**Additive-slice forecast of filled-state STM quantities for one PbO layer**

The table holds Tersoff-Hamann mean density, bright-over-dark ratio, corrugation and apparent barrier at six biases for a single PbO layer (PBE+D3, plane-wave PAW, tip at 4 Å). The program treats density, density times decay rate and density times modulation as additive over bias windows, extracts the slice between −1.55 and −1.9 V and continues it to forecast −2.5 and −3.3 V with ranges set by judgement. All eight computed values fall in range, and the model beats straight-line extrapolation and a vacuum-plus-bias rule for the barrier. The contrast at −3.3 V stalls at 3.9 against a forecast of 4.6, and the corrugation falls where a rise was forecast. The computed last slice has a lower barrier excess and modulation than assumed, so the close barrier match at −3.3 V involves cancelling errors.

Ansatz 0.2.0, scalar-relativistic PBE+D3(BJ) with PAW, 420 eV plane-wave cutoff, 27 × 27 × 1 k mesh and no spin polarization, for a free-standing PbO monolayer. Tersoff-Hamann images with bias measured from mid-gap; densities are read 4 Å above the top Pb nucleus, and corrugation is at constant density equal to the mean of that plane.

## Analysis program

```python
# Table: Tersoff-Hamann STM quantities of one PbO layer against bias (Ansatz 0.2.0, PBE+D3, tip 4 angstrom).
# Tested: bias windows add states, so density, density*decay rate and density*modulation add;
# the slice between the two known filled-state rows is continued to forecast the withheld rows.
T = {
    'bias': [-3.3, -2.5, -1.9, -1.55, 1.55, 1.9],  # V
    'image_log10_mean_density': [-4.319, -4.396, -4.514, -4.624, -3.777, -3.257],  # log10 of e/angstrom^3
    'image_bright_over_dark': [3.906, 3.894, 3.144, 2.364, 1.24, 1.205],
    'image_corrugation': [0.615, 0.632, 0.544, 0.413, 0.183, 0.162],  # angstrom
    'image_brightest_over': ['Pb', 'Pb', 'Pb', 'Pb', 'Pb', 'Pb'],
    'image_apparent_barrier_at_4_angstrom': [5.555, 5.322, 4.909, 4.536, 1.344, 1.294],  # eV
}
HELD = [0, 1]  # rows withheld from the fit
import numpy as np
from scipy import constants as C
VAC, A0, Z = 3.2753, 4.011, 4.0  # same calculation: vacuum level (eV), cell edge and tip height (angstrom)
H = C.hbar**2/(2*C.m_e*C.e)*1e20  # eV angstrom^2
q = lambda p: 2*np.sqrt(p/H)
phi = lambda x: H*x*x/4
g = lambda k: np.array(T[k], float)
V, L, R = g('bias'), g('image_log10_mean_density'), g('image_bright_over_dark')
D, P = g('image_corrugation'), g('image_apparent_barrier_at_4_angstrom')
K = [i for i in range(len(V)) if i not in HELD]
neg = sorted([i for i in K if V[i] < 0], key=lambda i: -V[i])
pos = sorted([i for i in K if V[i] > 0], key=lambda i: V[i])
n, a = 10**L, (R-1)/(R+1)
print("Known rows: V | n e/A^3 | q 1/A | barrier-(vacuum-V) eV | a | lnR/q A | corrugation/(lnR/q)")
for i in K:
    d = np.log(R[i])/q(P[i])
    print(f"{V[i]:+.2f} | {n[i]:.3e} | {q(P[i]):.3f} | {P[i]-VAC+V[i]:+.3f} | {a[i]:.3f} | {d:.3f} | {D[i]/d:.3f}")
print("rounding of corrugation 0.0005 A, up to %.1f%% of a known value" % (0.05/min(D[K])))
for i, j in zip(neg, pos):
    print(f"empty/filled density at {V[j]:.2f} V: {n[j]/n[i]:.1f}; exp(q difference x 4 A) = {np.exp((q(P[i])-q(P[j]))*Z):.0f}")
def sl(i, j, L=L, P=P, R=R):
    x, y = 10**L[i], 10**L[j]
    m = (R-1)/(R+1)
    return y-x, phi((y*q(P[j])-x*q(P[i]))/(y-x)), (y*m[j]-x*m[i])/(y-x)
rng = np.random.default_rng(0)
for i, j in (neg, pos):
    dn, ps, am = sl(i, j)
    u = np.std([sl(i, j, *[w+rng.uniform(-5e-4, 5e-4, len(V)) for w in (L, P, R)]) for _ in range(500)], 0)
    print(f"slice {V[i]:+.2f} to {V[j]:+.2f} V: density {dn:.3e} (growth {100*dn/n[i]:.0f}%, share {100*dn/n[j]:.0f}%), barrier change {P[j]-P[i]:+.3f} eV")
    print(f"  slice barrier {ps:.2f} eV, minus (vacuum-mid energy) {ps-VAC+(V[i]+V[j])/2:+.2f} eV, a {am:.3f}; rounding {u[1]:.2f} eV, {u[2]:.3f}")
print(f"in-plane kinetic energy at X {H*(np.pi/A0)**2:.2f} eV, at M {2*H*(np.pi/A0)**2:.2f} eV")
i1, i2 = neg
dn, ps, am = sl(i1, i2)
rho, Em = dn/(V[i1]-V[i2]), -(V[i1]+V[i2])/2
c0 = D[i2]*q(P[i2])/np.log(R[i2])
print(f"model inputs: weight {rho:.3e} e/A^3 per V, barrier {ps:.2f} eV at -{Em:.3f} V, a {am:.3f}, c {c0:.3f}")
def model(v, s=1.0, d=0.0, m=am, c=c0):
    e = np.linspace(-V[i2], -v, 401)
    E = (e[1:]+e[:-1])/2
    w = s*rho*np.exp(-(q(ps+E-Em)-q(ps))*Z)*np.diff(e)
    N = n[i2]+w.sum()
    Q = (n[i2]*q(P[i2])+(w*q(ps+E-Em+d)).sum())/N
    A = (n[i2]*a[i2]+m*w.sum())/N
    r = (1+A)/(1-A)
    return np.array([np.log10(N), phi(Q), r, c*np.log(r)/Q])
var = dict(s=(0.4, 2.5), d=(-1, 1), m=(0.3, 1.0), c=(c0-0.04, c0+0.04))
print("ranges (judgement): weight x0.4-2.5, barrier +-1 eV, a 0.3-1, c +-0.04, in quadrature")
off = np.mean([P[i]-VAC+V[i] for i in neg])
names = ["log10 density", "barrier eV", "bright/dark", "corrugation A"]
for h in HELD:
    f = model(V[h])
    dev = np.array([[model(V[h], **{k: x})-f for x in xs] for k, xs in var.items()])
    up = np.sqrt((np.clip(dev.max(1), 0, None)**2).sum(0))
    lo = np.sqrt((np.clip(dev.min(1), None, 0)**2).sum(0))
    print(f"Withheld {V[h]:+.2f} V: forecast [range] | computed | miss | in range | straight line, its miss")
    for k, Y in enumerate((L, P, R, D)):
        ln = Y[i2]+(Y[i2]-Y[i1])/(V[i2]-V[i1])*(V[h]-V[i2])
        ok = "yes" if f[k]-lo[k] <= Y[h] <= f[k]+up[k] else "no"
        print(f"  {names[k]}: {f[k]:.3f} [{f[k]-lo[k]:.3f}, {f[k]+up[k]:.3f}] | {Y[h]:.3f} | {Y[h]-f[k]:+.3f} | {ok} | {ln:.3f}, {Y[h]-ln:+.3f}")
    print(f"  vacuum+|V|{off:+.3f}: {VAC-V[h]+off:.3f} eV, miss {P[h]-VAC+V[h]-off:+.3f}; computed corrugation/(lnR/q) {D[h]*q(P[h])/np.log(R[h]):.3f}")
seq = [i2]+sorted(HELD, key=lambda i: -V[i])
for i, j in zip(seq, seq[1:]):
    x, y, w = sl(i, j)
    print(f"computed slice {V[i]:+.2f} to {V[j]:+.2f} V: {x/(V[i]-V[j]):.3e} per V, barrier {y:.2f} eV (excess {y-VAC+(V[i]+V[j])/2:+.2f}), a {w:.3f}")
assert L[i2] > L[i1] and L[pos[1]] > L[pos[0]]
assert all(0.95 < D[i]*q(P[i])/np.log(R[i]) < 1.12 for i in K)
assert 0 < am < 1 and ps > VAC+Em
assert all(P[i] < VAC-V[i] for i in pos)
```

Output:

```
Known rows: V | n e/A^3 | q 1/A | barrier-(vacuum-V) eV | a | lnR/q A | corrugation/(lnR/q)
-1.90 | 3.062e-05 | 2.270 | -0.266 | 0.517 | 0.505 | 1.078
-1.55 | 2.377e-05 | 2.182 | -0.289 | 0.405 | 0.394 | 1.048
+1.55 | 1.671e-04 | 1.188 | -0.381 | 0.107 | 0.181 | 1.011
+1.90 | 5.534e-04 | 1.166 | -0.081 | 0.093 | 0.160 | 1.013
rounding of corrugation 0.0005 A, up to 0.3% of a known value
empty/filled density at 1.55 V: 7.0; exp(q difference x 4 A) = 53
empty/filled density at 1.90 V: 18.1; exp(q difference x 4 A) = 83
slice -1.55 to -1.90 V: density 6.851e-06 (growth 29%, share 22%), barrier change +0.373 eV
  slice barrier 6.32 eV, minus (vacuum-mid energy) +1.32 eV, a 0.906; rounding 0.01 eV, 0.002
slice +1.55 to +1.90 V: density 3.862e-04 (growth 231%, share 70%), barrier change -0.050 eV
  slice barrier 1.27 eV, minus (vacuum-mid energy) -0.28 eV, a 0.087; rounding 0.00 eV, 0.000
in-plane kinetic energy at X 2.34 eV, at M 4.67 eV
model inputs: weight 1.957e-05 e/A^3 per V, barrier 6.32 eV at -1.725 V, a 0.906, c 1.078
ranges (judgement): weight x0.4-2.5, barrier +-1 eV, a 0.3-1, c +-0.04, in quadrature
Withheld -3.30 V: forecast [range] | computed | miss | in range | straight line, its miss
  log10 density: -4.346 [-4.439, -4.175] | -4.319 | +0.027 | yes | -4.074, -0.245
  barrier eV: 5.558 [5.116, 6.104] | 5.555 | -0.003 | yes | 6.401, -0.846
  bright/dark: 4.586 [2.451, 6.418] | 3.906 | -0.680 | yes | 6.264, -2.358
  corrugation A: 0.680 [0.418, 0.805] | 0.615 | -0.065 | yes | 1.068, -0.453
  vacuum+|V|-0.278: 6.298 eV, miss -0.742; computed corrugation/(lnR/q) 1.090
Withheld -2.50 V: forecast [range] | computed | miss | in range | straight line, its miss
  log10 density: -4.412 [-4.470, -4.293] | -4.396 | +0.016 | yes | -4.325, -0.071
  barrier eV: 5.274 [4.998, 5.659] | 5.322 | +0.048 | yes | 5.548, -0.226
  bright/dark: 3.984 [2.689, 5.128] | 3.894 | -0.090 | yes | 4.481, -0.587
  corrugation A: 0.633 [0.460, 0.731] | 0.632 | -0.001 | yes | 0.769, -0.137
  vacuum+|V|-0.278: 5.497 eV, miss -0.175; computed corrugation/(lnR/q) 1.099
computed slice -1.90 to -2.50 V: 1.593e-05 per V, barrier 6.76 eV (excess +1.28), a 0.828
computed slice -2.50 to -3.30 V: 9.743e-06 per V, barrier 6.84 eV (excess +0.66), a 0.597
```
